Q: I have to report the band gap, the cell size and the stiffness of this ordered ScAlN₂, and my seven calculations disagree. Can I simply take the most expensive one?

A: No. Look first at what changes from row to row. Some rows change the functional, which is the physics put in for exchange and correlation. Others keep PBE and save on the basis, the cutoff or the k mesh, and those can be judged against the plain PBE row, which I take to be converged. That row, the coarse one and r2SCAN use plane waves with PAW; the sz row uses numerical atomic orbitals with PAW. The SZV row uses Gaussian functions with GTH potentials, so part of its difference from PBE could come from the potentials and not from the basis. If DZVP shares those potentials, as I assume, its closeness to plane-wave PBE says that this part is small. All the gaps belong to one cell, relaxed with r2SCAN, so no difference between them comes from geometry.

Density-functional calculations with several programs for ScAlN₂ (space group R-3m, 4 atoms per cell), without spin polarisation or spin–orbit coupling. Band gaps are for the cell relaxed with r2SCAN; volumes come from each method's own relaxation or energy curve, and bulk moduli are for a fixed cell shape. The k meshes differ between runs.

```
               name                 kind  band gap (eV)  volume per atom (Å³)  bulk modulus (GPa)  rough processor time, order of size (s)
PBE coarse-settings  low cutoff and mesh          0.664                   n/a                 n/a                                        1
                PBE            semilocal          0.760                 9.976              220.20                                        6
             r2SCAN            semilocal          1.178                 9.815              239.10                                       10
    PBE sz-orbitals          small basis          0.753                   n/a                 n/a                                       60
            PBE SZV          small basis          0.431                10.103              220.60                                       60
            GLLB-SC      model potential          2.170                   n/a                 n/a                                       80
           PBE DZVP          small basis          0.717                 9.971              218.70                                      100
```

Q: Then the functionals first. Why does the gap grow from PBE to r2SCAN and again to GLLB-SC?

A: Scandium has given up its three valence electrons, so the highest filled bands should be mainly nitrogen 2p and the lowest empty ones scandium 3d. In exact Kohn–Sham theory the potential jumps by a constant when an electron is added to an insulator, and the true gap is the band gap plus this jump. The PBE potential has no jump, which is why PBE gaps are usually too small. r2SCAN also depends on the kinetic-energy density of the orbitals, and this lets part of the jump enter its band gap. GLLB-SC is designed to add an estimate of the jump; I assume that its value here contains it, but I have not checked.

Q: Is 0.42 eV between PBE and r2SCAN a large step?

A: That depends on the purpose. All seven rows make the crystal a semiconductor, so for that question the step is harmless. The number of thermally excited carriers, however, varies roughly as exp(−E/2kT), where E is the gap and kT is about 0.026 eV at room temperature. The step then changes that number by a factor of

exp[0.42 / (2 × 0.026)] ≈ exp(8) ≈ 3000

GLLB-SC lies another 1.0 eV higher. For such a quantity the choice of functional matters more than any numerical setting in the table, although the 0.33 eV error of SZV comes close to the step from PBE to r2SCAN.

Q: Are the volumes just as uncertain?

A: Far less. The PBE cell is 1.6% larger than the r2SCAN cell, which is 0.5% in length, or about 0.01 Å on a bond. The pressure tells you the same. Held in the r2SCAN cell, PBE reports a pressure of 3.65 GPa, because it would like more room. If the bulk modulus B rises with pressure at a rate B′, integrating B = −V dP/dV gives the volume V₀ at which the pressure vanishes:

V₀ = V (1 + B′P/B)^(1/B′)

Q: Let me try it with the PBE modulus of 220.2 GPa and B′ = 4, a usual rough value.

V₀ = 9.815 × (1 + 4 × 3.65 / 220.2)^(1/4) ≈ 9.97 Å³ per atom

The table has 9.976. Was anything fitted to get this?

A: Nothing was adjusted, and the same formula also gives the larger SZV volume. But each modulus is itself a result of the method's own runs, so this is a check of consistency and not a forecast. The pressure also carries some grid noise, so part of the close agreement may be luck. To first order the volume change is just P/B, so the result hardly depends on B′ and does not confirm the value 4. It shows that the pressure and the volume of a given method tell the same story. It doesn't show that the method is right, since a wrong functional can be perfectly consistent with itself.

Q: r2SCAN also gives a modulus 19 GPa higher than PBE. Does it describe stiffer bonds?

A: Partly, perhaps, but first compare the two at the same volume. A crystal stiffens when it is squeezed, and the same assumption about B′ gives

B(V) = B (V₀/V)^B′

With B′ = 4, PBE in the r2SCAN cell would have a modulus of 235 GPa, against 239 GPa for r2SCAN. Most of the difference then comes from the larger PBE cell. The share depends on B′: it is 58% for B′ = 3 and nearly all for B′ = 5. All these moduli hold for a cell of fixed shape; a crystal free to change its shape under pressure would usually be a little softer. The output printed after this text gives these comparisons.

Q: Now the savings. The sz orbitals reproduce the PBE gap within 0.01 eV. May I use them?

A: Not on that evidence. A minimal basis gives each valence orbital one fixed radial shape, which cannot adapt to the crystal. Both band edges can then be wrong, and the gap shows only the difference of their errors. The smallest direct gap, between states at the same k point, comes out 0.12 eV below that of PBE, and it has moved from near F to L, so at L the error is at least that large. So the setup is not converged (mainly the basis, I expect, though the PAW data may differ too), and the good indirect gap is probably a cancellation that you can't count on elsewhere.

Q: And SZV? It matches the PBE modulus almost exactly.

A: That is the same trap in another quantity. The SZV cell is too large, which softens it, and this hides an excess stiffness: at the r2SCAN volume its modulus would be about 248 GPa, well above that of PBE. Its gap is 0.33 eV too small against PBE. It also leaves a force of 0.9 eV/Å on each nitrogen atom and a stress that is far from isotropic, so it would move the atoms and change the cell shape as well. Its tabulated volume may be only the minimum at fixed shape, and a full relaxation could shift it.

Q: Does a somewhat larger basis cure this?

A: Largely. DZVP gives each valence orbital two radial shapes and adds polarisation functions, so the charge around nitrogen can adapt. Its gap is within 0.05 eV of converged PBE, its volume within 0.1% and its modulus within 2 GPa; I have not compared its forces or its direct gap. The rough time grows only from 60 to 100 s, so SZV is a poor saving beside DZVP. On a cell this small, neither shows a saving over plane waves, with which PBE took about 6 s. Times from different programs compare only roughly, but local orbitals usually pay off in much larger cells.

Q: The coarse plane-wave run takes about a second. Is that good enough for a first look?

A: For seeing that there is a gap, yes. The gap is 0.10 eV below converged PBE, about a quarter of the step to r2SCAN. The error in the pressure would shift the volume by about 0.5%, a third of the difference between the two functionals. That average hides worse: the stress along the threefold axis is about 0.7 instead of 3.2 GPa, and the force on nitrogen is about 0.2 instead of 0.05 eV/Å and points the other way, so don't relax a structure with these settings. Cutoff and mesh were lowered together, so the table can't separate their effects. But both meshes contain the k points of the two band edges, so no edge was missed, and the program warns that the cutoff is below the recommended one. The total energy is also 1.9 eV per cell too high, more than I would expect from a coarse mesh in an insulator. The cutoff is therefore the likelier culprit. The converged run takes only some 6 s on a cell this small, and I would pay for it.

Q: What should I run, then?

A: For the structure and the stiffness, run r2SCAN: its rough time on this cell is of the same order as that of PBE, and its volumes are usually the better ones. Keep a converged PBE run beside it, and take the difference as a first measure of what the functional leaves uncertain. Judge a cheap setting by several quantities at once, because one good number may be a cancellation. For the gap, quote the r2SCAN value only as provisional and probably too low, since r2SCAN gaps usually are. Whether the true gap lies nearer to 1.2 or to 2.2 eV is still open, and a quasiparticle calculation on the same cell would be a good way to narrow it down. A measured gap also contains the effects of temperature and zero-point motion, which no row includes.

Numerical output:

```
Gap against converged PBE:
                  row  shift in eV  shift in percent
  PBE coarse-settings       -0.096            -12.63
                  PBE            0                 0
               r2SCAN        0.418                55
      PBE sz-orbitals       -0.007           -0.9211
              PBE SZV       -0.329            -43.29
              GLLB-SC         1.41             185.5
             PBE DZVP       -0.043            -5.658
Volume and modulus:
       row  volume above r2SCAN in percent  length above r2SCAN in percent  modulus at r2SCAN volume in GPa
       PBE                            1.64                          0.5438                              235
    r2SCAN                               0                               0                            239.1
   PBE SZV                           2.934                          0.9687                            247.7
  PBE DZVP                           1.589                           0.527                            232.9
GLLB-SC gap minus r2SCAN gap, eV: 0.992
Coarse-settings gap error as percent of the PBE to r2SCAN step: 22.97
PBE volume predicted from its pressure, cubic angstrom per atom: 9.974
PBE predicted volume less table volume, percent: -0.02246
SZV volume predicted from its pressure, cubic angstrom per atom: 10.1
SZV predicted volume less table volume, percent: 0.00884
Volume change that the coarse-settings pressure error would cause, percent: -0.5256
r2SCAN modulus minus PBE modulus, GPa: 18.9
Share of that difference due to volume if B' is 3, percent: 58.28
Share of that difference due to volume if B' is 4, percent: 78.35
Share of that difference due to volume if B' is 5, percent: 98.74
Direct gap, r2SCAN minus PBE, eV: 0.4656
Direct gap, sz orbitals minus PBE, eV: -0.1232
Direct gap, SZV minus PBE, eV: -0.4977
Force on each N atom with SZV, eV per angstrom: 0.9147
Rough time, r2SCAN over PBE: 1.667
```
